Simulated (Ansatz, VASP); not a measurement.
# TiO2 in VASP and in Ansatz

```
Ti O
1.0
     4.59984    0.00000    0.00000
     0.00000    4.59984    0.00000
     0.00000    0.00000    2.95921
Ti O
2 4
Cartesian
  0.0000 0.0000 1.4796
  2.2999 2.2999 0.0000
  1.3998 1.3998 1.4796
  0.9001 3.6997 0.0000
  3.6997 0.9001 0.0000
  3.2000 3.2000 1.4796
```

The cell is a database's computed one.

Alike in both runs: task relaxation of cell and atoms; functional PBE; k mesh 6 × 6 × 9; occupations fermi-dirac, width 0.05 eV; no spin polarisation.

```csv
,VASP,Ansatz
version,VASP 6.6.1,Ansatz 0.2.0
potentials or method,"VASP PAW PBE potentials, release 64 (Ti_sv_GW, O_GW)",Ansatz PAW
plane-wave cutoff (eV),680,420
valence electrons in the cell,48,48
```

Ansatz gave:

| Property | Result |
| --- | --- |
| relaxed volume (Å³/atom) | 10.65 |
| relaxed cell length with the largest relative difference (Å) | 4.643 |
| energy change over the relaxation (meV/atom) | -3 |

Problem. What did VASP give for the same quantities?

Solution. Relaxed volume (Å³/atom): 10.61; relaxed cell length with the largest relative difference (Å): 4.636; energy change over the relaxation (meV/atom): -2.

Caveats: an odd mesh through Γ misses points on the zone boundary, where band edges often lie (VASP); odd divisions of the mesh miss points on the zone boundary, where band edges often lie, so the gap on the mesh can be too wide (Ansatz); the plane-wave basis is chosen anew once the cell has moved, so the energies of steps on either side of that aren't comparable (Ansatz); the pressure holds a Pulay correction of +0.7 GPa for the finite cutoff (Ansatz). Expect the measured gap to be larger: semilocal functionals such as PBE lack the derivative discontinuity.
